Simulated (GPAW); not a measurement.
Al2Au:

```xyz
3
Lattice="0.0000 3.0000 3.0000 3.0000 0.0000 3.0000 3.0000 3.0000 0.0000" Properties=species:S:1:pos:R:3 pbc="T T T"
Au    0.0000    0.0000    0.0000
Al    4.5000    4.5000    4.5000
Al    1.5000    1.5000    1.5000
```

Base run:

- Program: GPAW 26.7.0
- Functional: PBEsol
- Potentials or basis: PAW data sets generated in the run's folder for this functional
- Cutoff: 600 eV
- Basis: pw
- k mesh: 8 × 8 × 8
- Occupations: fermi-dirac, width 0.05 eV
- Spin: no spin polarisation

Its results: pressure 0.5 GPa.

Problem. The run is repeated on the same cell with these changes: functional from PBEsol to BLYP. What comes out?

Solution. Pressure 7.3 GPa.

BLYP binds less tightly than PBEsol, so the same cell stands under more pressure.

Caveats: with this Au data set, volumes or pressures lay over 1.5 % or 2 GPa off other programs in two to four cells of ten.
